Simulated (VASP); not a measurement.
# Hf (P6_3/mmc) in VASP: further runs, part 2 of 2

VASP 6.6.1. Earlier steps stand in the parts before.

## Step 3: Relaxation of shape and atoms at fixed volume, r2SCAN

Input file INCAR:

```
ALGO = Normal
EDIFF = 1E-7
EDIFFG = -0.01
ENCUT = 600
IBRION = 2
ISIF = 4
ISMEAR = 1
LASPH = T
LCHARG = F
LMIXTAU = T
LREAL = F
LWAVE = F
METAGGA = R2SCAN
NELM = 80
NSW = 40
PREC = Accurate
SIGMA = 0.1
```

Input file KPOINTS:

```
k-points
0
Gamma
  15 15 7
```

Input file POSCAR:

```
Hf                                      
1.0
    3.1939683352      0.0000000000      0.0000000000
   -1.5969841676      2.7660577172      0.0000000000
    0.0000000000      0.0000000000      5.0343963051
  Hf            
     2
Direct
     0.3333333332999970    0.6666666667000030    0.2500000000000000
     0.6666666667000030    0.3333333332999970    0.7500000000000000
```

Potentials or basis: VASP PAW PBE potentials, release 64 (Hf_pv).

On the command line:

```console
> cat potpaw_PBE.64/Hf_pv/POTCAR > POTCAR
> mpirun -np 1 vasp_std > vasp.out
```

OUTCAR:

```text
EDIFF = 1E-7
   EDIFFG = -0.01
   ENCUT = 600
   IBRION = 2
   ISIF = 4
   ISMEAR = 1
   LASPH = T
   LREAL = F
   METAGGA = R2SCAN
   NELM = 80
   NSW = 40
   PREC = Accurate

 ion  position               nearest neighbor table
   1  0.333  0.667  0.250-   2 3.12   2 3.12   2 3.12   2 3.12   2 3.12   2 3.12
   2  0.667  0.333  0.750-   1 3.12   1 3.12   1 3.12   1 3.12   1 3.12   1 3.12

  LATTYP: Found a hexagonal cell.
 ALAT       =     3.1939683352
 C/A-ratio  =     1.5762198547

  Lattice vectors:

 A1 = (   3.1939683352,   0.0000000000,   0.0000000000)
 A2 = (  -1.5969841676,   2.7660577172,   0.0000000000)
 A3 = (   0.0000000000,   0.0000000000,   5.0343963051)

Analysis of symmetry for initial positions (statically):
=====================================================================
 Subroutine PRICEL returns:
 Original cell was already a primitive cell.

 Routine SETGRP: Setting up the symmetry group for a
 hexagonal supercell.

 Subroutine GETGRP returns: Found 24 space group operations
 (whereof 12 operations were pure point group operations)
 out of a pool of 24 trial point group operations.

The static configuration has the point symmetry D_3d.
 The point group associated with its full space group is D_6h.

Analysis of symmetry for dynamics (positions and initial velocities):
=====================================================================
 Subroutine PRICEL returns:
 Original cell was already a primitive cell.

 Routine SETGRP: Setting up the symmetry group for a
 hexagonal supercell.

 Subroutine GETGRP returns: Found 24 space group operations
 (whereof 12 operations were pure point group operations)
 out of a pool of 24 trial point group operations.

The dynamic configuration has the point symmetry D_3d.
 The point group associated with its full space group is D_6h.

 Subroutine INISYM returns: Found 24 space group operations
 (whereof 12 operations are pure point group operations),
 and found     1 'primitive' translations

----------------------------------------------------------------------------------------

[... 129 lines left out ...]
 NGX is ok and might be reduce to    28
   NGX = 13   NGY = 13   NGZ = 21

 number of electron      20.0000000 magnetization

 Free energy of the ion-electron system (eV)
  ---------------------------------------------------
  ext. energy  EPLUGINS =         0.00000000
  ---------------------------------------------------
  free energy    TOTEN  =       -90.30117112 eV

  energy without entropy =      -90.30080154  energy(sigma->0) =      -90.30104792

 E-fermi :   4.8763     XC(G=0): -12.1835

 val. band max:        4.8751685017   @ k =   0.3333   0.2000   0.4286
 cond. band min:       4.9153702005   @ k =   0.0667   0.0000   0.1429
 fundamental gap:      0.0402016987
 Fermi energy:         4.8762519634

 k-point     1 :       0.0000    0.0000    0.0000
  band No.  band energies     occupation
      1     -27.3771      2.00000
      2     -26.5906      2.00000
      3     -26.5906      2.00000
      4     -26.4588      2.00000
      5     -26.4568      2.00000
      6     -26.4568      2.00000
      7      -2.9005      2.00000
      8       1.0178      2.00000
      9       5.3293     -0.00000
     10       6.1991     -0.00000
     11       6.1991     -0.00000
     12       6.5485     -0.00000
     13       7.0888      0.00000
     14       7.0888      0.00000
[... 377 lines left out ...]
      1     -27.1254      2.00000
      2     -26.9733      2.00000
      3     -26.9262      2.00000
      4     -26.8792      2.00000
      5     -26.7419      2.00000
      6     -26.6804      2.00000
      7       2.1314      2.00000
      8       2.6288      2.00000
      9       2.7772      2.00000
     10       3.4483      2.00000
     11       5.3789     -0.00000
     12       5.5942     -0.00000
     13       6.9249      0.00000
     14      10.2610      0.00000

 [... further k-points ...]

------------------------ aborting loop because EDIFF is reached ----------------------------------------

  FORCE on cell =-STRESS in cart. coord.  units (eV):
  Direction    XX          YY          ZZ          XY          YZ          ZX
  --------------------------------------------------------------------------------------
  -------------------------------------------------------------------------------------
  Total       -0.0005583     -0.0005583     -0.0092897     -0.0000000      0.0000000     -0.0000000
  in kB       -0.0201116     -0.0201116     -0.3346376     -0.0000000      0.0000000     -0.0000000
  external PRESSURE =      -0.1249536 kB  Pullay stress =       0.0000000 kB

 VOLUME and BASIS-vectors are now :
 -----------------------------------------------------------------------------
  energy-cutoff  :      600.00
  volume of cell :       44.48
      direct lattice vectors                 reciprocal lattice vectors
     3.193968335  0.000000000  0.000000000     0.313090142  0.180762678  0.000000000
    -1.596984168  2.766057717  0.000000000     0.000000000  0.361525356  0.000000000
     0.000000000  0.000000000  5.034396305     0.000000000  0.000000000  0.198633548

 POSITION                                       TOTAL-FORCE (eV/Angst)
 -----------------------------------------------------------------------------------
     -0.00000      1.84404      1.25860         0.000000     -0.000000      0.000000
      1.59698      0.92202      3.77580        -0.000000      0.000000      0.000000
 -----------------------------------------------------------------------------------
    total drift:                                0.000000     -0.000000      0.000000

  FREE ENERGIE OF THE ION-ELECTRON SYSTEM (eV)
  ---------------------------------------------------
  free  energy   TOTEN  =       -90.3011711155 eV

  energy  without entropy=      -90.3008015365  energy(sigma->0) =      -90.30104792

 reached required accuracy - stopping structural energy minimisation
```

OSZICAR:

```text
N       E                     dE             d eps       ncg     rms          rms(c)
DAV:   1    -0.191847963894E+02   -0.19185E+02   -0.13104E+04  3024   0.158E+03
DAV:   2    -0.934454125551E+02   -0.74261E+02   -0.72944E+02  3696   0.303E+02
[... 20 lines left out ...]
DAV:  23    -0.903011723100E+02   -0.23406E-05   -0.28372E-07  3288   0.720E-03    0.611E-03
DAV:  24    -0.903011700888E+02    0.22213E-05   -0.43832E-08  1782   0.299E-03    0.295E-03
DAV:  25    -0.903011713893E+02   -0.13005E-05   -0.17814E-08  1776   0.156E-03    0.125E-03
DAV:  26    -0.903011710144E+02    0.37487E-06   -0.66829E-09  1746   0.998E-04    0.151E-04
DAV:  27    -0.903011711197E+02   -0.10536E-06   -0.62619E-10  1746   0.256E-04    0.960E-05
DAV:  28    -0.903011711155E+02    0.41991E-08   -0.11944E-10  1716   0.110E-04
   1 F= -.90301171E+02 E0= -.90301048E+02  d E =-.903012E+02
```

It took 4.1 min on 1 thread of Intel Xeon 6975P-C (Granite Rapids), shared host; peak memory 0.23 GiB.

Results:

```yaml
Free_energy: -90.3012 eV
Pressure_after_relaxing: 0.0 GPa
Band_gap_on_the_k_mesh: none (metal or under the smearing width)
```

Final structure:
```xyz
2
Lattice="3.1940 0.0000 0.0000 -1.5970 2.7661 0.0000 0.0000 0.0000 5.0344" Properties=species:S:1:pos:R:3 pbc="T T T"
Hf    0.0000    1.8440    1.2586
Hf    1.5970    0.9220    3.7758
```

Caveat: the relaxation stopped at its first step, so nothing moved; the PAW data sets were made with another functional, which shifts forces and pressure a little. Spin-orbit coupling is left out, which matters for the levels of Hf.

## Step 4: Relaxation of shape and atoms at fixed volume, r2SCAN (a relaxed cell with its volume scaled by 1.02)

INCAR is that of step 3.

KPOINTS is that of step 3.

Input file POSCAR:

```
Hf                                      
1.0
    3.2151210598      0.0000000000      0.0000000000
   -1.6075605299      2.7843765141      0.0000000000
    0.0000000000      0.0000000000      5.0677376496
  Hf            
     2
Direct
     0.3333333332999970    0.6666666667000030    0.2500000000000000
     0.6666666667000030    0.3333333332999970    0.7500000000000000
```

On the command line:

```console
> cat potpaw_PBE.64/Hf_pv/POTCAR > POTCAR
> mpirun -np 1 vasp_std > vasp.out
```

Run time: 5.2 min. Hardware: 1 thread of Intel Xeon 6975P-C (Granite Rapids), shared host; peak memory 0.24 GiB.

The run converged. Its results:

| Item | Value |
| --- | --- |
| Free energy | -90.2953 eV |
| Energy gained by relaxing | 0.0 meV/atom |
| Ionic steps | 2 |
| Pressure after relaxing | -2.1 GPa |
| Band gap on the k mesh | none (metal or under the smearing width) |

Final structure:
```cif
data_structure
_symmetry_space_group_name_H-M 'P 1'
_symmetry_Int_Tables_number 1
_cell_length_a 3.2142
_cell_length_b 3.2142
_cell_length_c 5.0706
_cell_angle_alpha 90.000
_cell_angle_beta 90.000
_cell_angle_gamma 120.000
_cell_volume 45.37
loop_
_atom_site_label
_atom_site_type_symbol
_atom_site_fract_x
_atom_site_fract_y
_atom_site_fract_z
_atom_site_occupancy
Hf1 Hf 0.33333 0.66667 0.25000 1
Hf2 Hf 0.66667 0.33333 0.75000 1
```

Levels at points of the mesh, in eV from the Fermi level:
```
           k point  band 7  band 8  band 9  band 10  band 11  band 12  band 13  band 14
(0.00, 0.00, 0.00)   -7.71   -3.80    0.38     1.32     1.32     1.65     2.18     2.18
```

Caveat: the PAW data sets were made with another functional, which shifts forces and pressure a little. The run has no spin-orbit coupling, so splittings on Hf are missing.

## Step 5: Relaxation of shape and atoms at fixed volume, r2SCAN (a relaxed cell with its volume scaled by 1.04)

INCAR is that of step 4.

KPOINTS is that of step 4.

Input file POSCAR:

```
Hf                                      
1.0
    3.2359990543      0.0000000000      0.0000000000
   -1.6179995271      2.8024573877      0.0000000000
    0.0000000000      0.0000000000      5.1006459591
  Hf            
     2
Direct
     0.3333333332999970    0.6666666667000030    0.2500000000000000
     0.6666666667000030    0.3333333332999970    0.7500000000000000
```

On the command line:

```console
> cat potpaw_PBE.64/Hf_pv/POTCAR > POTCAR
> mpirun -np 1 vasp_std > vasp.out
```

It took 5.8 min on 1 thread of Intel Xeon 6975P-C (Granite Rapids), shared host; peak memory 0.25 GiB.

Results (log left out):

| Quantity | Value |
| --- | --- |
| Free energy | -90.2782 eV |
| Energy gained by relaxing | 0.0 meV/atom |
| Ionic steps | 2 |
| Pressure after relaxing | -4.1 GPa |
| Band gap on the k mesh | none (metal or under the smearing width) |

Final structure:
```yaml
crystal:
  lattice:
    - [3.23452, 0.00000, 0.00000]
    - [-1.61726, 2.80117, 0.00000]
    - [0.00000, 0.00000, 5.10532]
  atoms:
    - { symbol: Hf, position: [0.33333, 0.66667, 0.25000] }
    - { symbol: Hf, position: [0.66667, 0.33333, 0.75000] }
```

Levels at points of the mesh, in eV from the Fermi level:
| k point | band 7 | band 8 | band 9 | band 10 | band 11 | band 12 | band 13 | band 14 |
| --- | --- | --- | --- | --- | --- | --- | --- | --- |
| (0.00, 0.00, 0.00) | -7.64 | -3.74 | 0.30 | 1.31 | 1.31 | 1.63 | 2.15 | 2.15 |

Caveat: the PAW data sets were made with another functional, which shifts forces and pressure a little.

## Step 6: Overview

```tsv
cell	gap on the mesh (eV)	pressure (GPa)
atoms relaxed at fixed volume from: a relaxed cell with its volume scaled by 0.98	none	2.3
atoms relaxed at fixed volume	none	0.0
atoms relaxed at fixed volume from: a relaxed cell with its volume scaled by 1.02	none	-2.1
atoms relaxed at fixed volume from: a relaxed cell with its volume scaled by 1.04	none	-4.1
```

Alike in all rows: task relaxation of shape and atoms at fixed volume; level r2SCAN; potentials or basis VASP PAW PBE potentials, release 64 (Hf_pv); no spin polarisation; k mesh 15 × 15 × 7; cutoff (eV) 600; smearing methfessel-paxton 0.1 eV.

Caveats: the PAW data sets were made with another functional, which shifts forces and pressure a little; the relaxation stopped at its first step, so nothing moved (some runs).

Total energies depend on the potentials used, so only differences within one code and one set of settings carry meaning.
